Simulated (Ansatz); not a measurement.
Rocksalt KI (r2SCAN geometry), in Ansatz:

```cif
data_structure
_symmetry_space_group_name_H-M 'Fm-3m'
_symmetry_Int_Tables_number 225
_cell_length_a 7.0886
_cell_length_b 7.0886
_cell_length_c 7.0886
_cell_angle_alpha 90.000
_cell_angle_beta 90.000
_cell_angle_gamma 90.000
_cell_volume 356.19
loop_
_atom_site_label
_atom_site_type_symbol
_atom_site_symmetry_multiplicity
_atom_site_Wyckoff_symbol
_atom_site_fract_x
_atom_site_fract_y
_atom_site_fract_z
_atom_site_occupancy
K1 K 4 a 0.00000 0.00000 0.00000 1
I1 I 4 b 0.50000 0.00000 0.00000 1
```

G0W0@PBE with 488 empty bands, a screening cutoff of 180 eV and a 4×4×4 mesh (PAW, contour deformation) gives 6.120 eV over the mesh points, from a PBE gap of 3.944 eV; it sums over 501 bands with 531 plane waves in the screening and a wave cutoff of 420 eV. G0W0 here is at a finite number of bands, screening cutoff and k mesh, not at the basis limit. Calculated for a static, non-magnetic cell.

Problem. Estimate the gap with empty bands 202, screening cutoff 100 eV.

Solution. 6.017 eV (-0.103 eV), from a Kohn-Sham gap of 3.944 eV.

Problem. Estimate the gap with frequency model Godby-Needs pole.

Solution. 6.120 eV (0.000 eV), from a Kohn-Sham gap of 3.944 eV.

No spin-orbit coupling is included; it can move band edges with weight on the heavy atoms by tenths of an eV.
